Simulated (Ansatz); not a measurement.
Working through a dry run that shows the plan of CaO, space group Cmce

Computed with Ansatz's Python interface.

Notebook, run cell by cell (the value of a cell's last expression is shown):

```python
import warnings

import ansatz as az

warnings.simplefilter("ignore", az.DeckWarning)
```

```python
crystal = (
    az.Lattice.from_parameters(4.71013, 4.718448, 16.748988, alpha=90, beta=90, gamma=90)
    .space_group(64, hermann_mauguin="Cmce")
    .atom("Ca", [0.5, 0.432792, 0.178488])
    .atom("O", [0.5, 0.432992, 0.319636])
    .primitive()
)
```

```python
[site.symbol for site in crystal.resolved().sites]
```

    ['Ca', 'Ca', 'Ca', 'Ca', 'O', 'O', 'O', 'O']

```python
job = (
    crystal.calculation()
    .occupations("Fixed")
    .pseudopotentials("nc")
    .mixing("anderson")
    .kpoints(4, 4, 1, center="gamma")
    .functional("r2scan", dispersion="d3bjatm")
)
session = job.session()
print("features:", ", ".join(session.active_features))
print("SCF threshold (eV):", session.dr2_threshold)
planned = session.plan(dry_run=True)
told = planned.describe()
for name in ("ecut_ev", "ecutrho_ev", "n_bands", "nominal_top_band", "n_pw_range", "fft_dense", "fft_smooth", "n_sym_ops", "cell_volume_ang3"):
    print(f"{name:18s} {told[name]}")
print("irreducible k-points and weights")
for k, weight in zip(told.kpoints_frac, told.kweights):
    print(f"  {k[0]:8.4f} {k[1]:8.4f} {k[2]:8.4f}  {weight:.5f}")
```

    features: Mgga, R2scan, PairwiseDispersion, GeneratedGeometry, StepOccupations
    SCF threshold (eV): 1e-07
    ecut_ev            1290.0
    ecutrho_ev         5160.0
    n_bands            40
    nominal_top_band   32
    n_pw_range         [19544, 19644]
    fft_dense          [40, 40, 200]
    fft_smooth         [40, 40, 200]
    n_sym_ops          8
    cell_volume_ang3   186.11897103150005
    irreducible k-points and weights
        0.0000   0.0000   0.0000  0.06250
        0.0000   0.2500   0.0000  0.25000
        0.0000  -0.5000   0.0000  0.12500
        0.2500   0.2500   0.0000  0.12500
        0.2500  -0.5000   0.0000  0.25000
        0.2500  -0.2500   0.0000  0.12500
       -0.5000  -0.5000   0.0000  0.06250

The structure comes from a database and needn't be a stable phase.
